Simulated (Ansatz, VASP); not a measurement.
Two plane-wave programs on Cu

```
CELL_PARAMETERS angstrom
2.53410 0.01267 0.00000
-1.25608 2.18826 0.00000
0.00000 0.00000 4.11257
ATOMIC_POSITIONS crystal
Cu 0.66667 0.33333 0.75000
Cu 0.33333 0.66667 0.25000
```

This isn't the form of Cu at room conditions, which is fcc.

Alike in both runs: functional PBEsol; k mesh 10 × 10 × 6; occupations fermi-dirac, width 0.05 eV; no spin polarisation.

|  | VASP | Ansatz |
| --- | --- | --- |
| version | VASP 6.6.1 | Ansatz 0.2.0 |
| potentials or method | VASP PAW PBE potentials, release 64 (Cu) | Ansatz PAW |
| plane-wave cutoff (eV) | 520 | 420 |
| valence electrons in the cell | 22 | 38 |
| task | single point | band structure |

```tsv
	VASP	Ansatz	Ansatz less VASP
gap on the k mesh at the Fermi level (eV)	none	none	-
pressure (GPa)	-0.6	-1.4	-0.73
largest component of the traceless stress (GPa)	0.43	0.43	+0.007
rms of the force components (eV/Å)	0.009	0.009	0.0000
```

Atom by atom the forces differ by 0.000 eV/Å (rms over components). A gap of «none» marks a metal or a gap that the smearing closes. The two sets of potentials don't hold the same shells in valence.

Caveats: the PAW data sets were made with another functional, which shifts forces and pressure a little (VASP); the PAW data sets come from PBE, with cores solved anew for the run's functional, which leaves a small shift of forces and pressure (Ansatz).
